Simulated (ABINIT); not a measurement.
Runs of ABINIT 10.8.3 (patched build) on Ti2O. Symmetry: P-3m1, No. 164, trigonal system. Conventional cell: a = 2.919 Å, b = 2.919 Å, c = 4.713 Å, α = 90.00°, β = 90.00°, γ = 120.00°. Ti (site symmetry 3m) has 3 O at 2.14 Å as nearest neighbours. O (site symmetry -3m) has 6 Ti at 2.14 Å as nearest neighbours. 

| task | potentials or basis | cell | k mesh | cutoff (eV) | bands in the sums | broadening (eV) | scissor shift (eV) | tensor components | cell freedom (optcell) | gap on the mesh (eV) | pressure (GPa) | relaxed volume (Å³/atom) | largest force (eV/Å) |
| --- | --- | --- | --- | --- | --- | --- | --- | --- | --- | --- | --- | --- | --- |
| optical spectrum | PseudoDojo NC SR PBEsol v0.4.1 standard | as given | 12 × 12 × 8, shifted | 1034 | 23 | 0.05 | 0 | [11, 33] | - | - | 3.9 | - | 1.36 |
| single point | PseudoDojo NC SR PBEsol v0.4.1 standard | as given | 8 × 8 × 4 | 1034 | - | - | - | - | - | none | 4.0 | - | 1.36 |
| relaxation of cell and atoms | PseudoDojo NC SR PBEsol v0.4 stringent | relaxed | 8 × 8 × 4 | 1252 | - | - | - | - | 2 | none | 0.0 | (a) | - |
| relaxation of cell and atoms | PseudoDojo NC SR PBEsol v0.4.1 standard | relaxed | 8 × 8 × 4 | 1143 | - | - | - | - | 2 | none | 0.0 | 11.88 | - |

Alike in all rows: level PBEsol; no spin polarisation; smearing fermi-dirac 0.05 eV.

Q: Fill in the values left out.

A: (a) 11.89.

Caveats: semilocal functionals often make such compounds metallic where correlation or magnetic order opens a gap, which also shifts bond lengths (some runs); forces of over 1 eV/Å show positions far from the minimum, so gaps and moduli don't describe the material at rest (some runs); the intraband (Drude) term is left out (some runs); spectra need much finer meshes, so this one isn't converged (some runs).

A k mesh can miss the band edges.

A gap of «none» marks a metal or a gap under the smearing width.

Not every run made on this cell is shown here.
